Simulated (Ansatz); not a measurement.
**Te: energy and pressure over a range of volumes**

One table from this session's results is given with a row withheld; the runs are named, their logs left out.

Program: Ansatz 0.2.0. Level of theory: DFT PBE, scalar-relativistic. These are calculated values, not measurements.

### The starting structure

Symmetry: P3_121, No. 152, trigonal system. Conventional cell: a = 4.458 Å, b = 4.458 Å, c = 5.925 Å, α = 90.00°, β = 90.00°, γ = 120.00°. Te (site symmetry 2) is surrounded by 2 Te at 2.79 Å.

Structure file:

```
Te
1.0
     4.45800    0.00000    0.00000
    -2.22900    3.86074    0.00000
     0.00000    0.00000    5.92500
Te
3
Direct
  0.74500 0.00000 0.33333
  0.00000 0.74500 0.66667
  0.25500 0.25500 0.00000
```

Atoms are numbered in the order of the input: Te1, Te2, Te3.

The first run:

input.yaml reads:

```yaml
crystal:
  lattice:
    - [4.3669943424, 0.0, 0.0]
    - [-2.1834971712, 3.7819280387, 0.0]
    - [0.0, 0.0, 5.8040476941]
  atoms:
    - { symbol: Te, position: [0.745, 0.0, 0.3333333333] }
    - { symbol: Te, position: [0.0, 0.745, 0.6666666667] }
    - { symbol: Te, position: [0.255, 0.255, 0.0] }
kpoints:
  mp_grid: { grid: [9, 9, 6] }
  band_path:
    path:
      - [0.0, 0.0, 0.0]
      - [0.5, 0.0, 0.0]
      - [0.3333333333, 0.3333333333, 0.0]
      - [0.0, 0.0, 0.0]
      - [0.0, 0.0, 0.5]
      - [0.5, 0.0, 0.5]
      - [0.3333333333, 0.3333333333, 0.5]
      - [0.0, 0.0, 0.5]
      - [0.5, 0.0, 0.5]
    npoints: 5
scf:
  occupations: { method: fermi_dirac, width: 0.08 }
hamiltonian:
  xc: pbe
  pseudopotentials: { kind: all_electron, lapw: { basis_error: 0.0005 } }
output:
  forces: true
  stress: true
  eigenvalues: true
```

The run is started by

```console
> ansatz run input.yaml --threads 1 --pin off --max-ram 4096MiB --backend cpu --events-out ev --progress --plain --runs-dir out
```

Among the steps run: Volume × 0.94, LAPW; Volume × 0.94, PAW; Volume × 0.94, crystal datasets; Volume × 0.98, LAPW; Volume × 0.98, PAW; Volume × 0.98, crystal datasets; Volume × 1.01, LAPW; Volume × 1.01, PAW; Volume × 1.01, crystal datasets; Volume × 1.04, LAPW; Volume × 1.04, PAW; Volume × 1.04, crystal datasets.

One of the session's tables, all rows but one given; the rest of the session is left out.

It belongs to the step «The equation of state». 

```
          method  volume (Å³/atom)  pressure (GPa)  largest force (eV/Å)
            LAPW            31.953            7.11                 1.091
            LAPW            33.312            4.33                 0.761
            LAPW            34.332            2.60                 0.541
            LAPW            35.352            1.13                 0.344
             PAW            31.953            7.10                 1.095
             PAW            33.312               ?                     ?
             PAW            34.332            2.60                 0.545
             PAW            35.352            1.12                 0.347
crystal datasets            31.953            7.11                 1.091
crystal datasets            33.312            4.33                 0.761
crystal datasets            34.332            2.60                 0.542
crystal datasets            35.352            1.13                 0.344
```

Q: Estimate the row for PAW, 33.312 from the others.

**Answer.** pressure (GPa): 4.32; largest force (eV/Å): 0.765. In the column «pressure (GPa)» it lies between crystal datasets, 34.332 (2.60) and LAPW, 33.312 (4.33).

To keep in mind: Warnings in the runs' records: gradients without spin orbit, crystal datasets made.
